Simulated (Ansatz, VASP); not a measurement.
# Two plane-wave programs on MgI2

```
Mg I
1.0
     4.18343    0.00000    0.00000
    -2.09172    3.62296    0.00000
     0.00000    0.00000    6.86237
Mg I
1 2
Cartesian
  0.0000 0.0000 0.0000
  0.0000 2.4153 5.1629
  2.0917 1.2077 1.6995
```

Alike in both runs: task single point; functional LDA; k mesh 6 × 6 × 4; occupations gaussian, width 0.05 eV; no spin polarisation.

```csv
,VASP,Ansatz
version,VASP 6.6.1,Ansatz 0.2.0
potentials or method,"VASP PAW LDA potentials, release 64 (Mg, I)","scalar-relativistic, plane waves, PAW"
plane-wave cutoff (eV),520,520
valence electrons in the cell,16,44
```

Ansatz gave:

* gap on the k mesh at the Fermi level (eV): 3.27
* least direct gap on the mesh (eV): 3.27
* pressure (GPa): -2.3
* largest component of the traceless stress (GPa): 0.03
* rms of the force components (eV/Å): 0.161

Problem. What did VASP give for the same quantities?

Solution. gap on the k mesh at the Fermi level (eV): 3.27; least direct gap on the mesh (eV): 3.27; pressure (GPa): -2.4; largest component of the traceless stress (GPa): 0.05; rms of the force components (eV/Å): 0.166.

Atom by atom the forces differ by 0.006 eV/Å (rms over components). The two sets of potentials don't hold the same shells in valence.

Caveats: spin-orbit coupling is left out, which moves the levels of the heavy elements. A k mesh can miss the band edges.
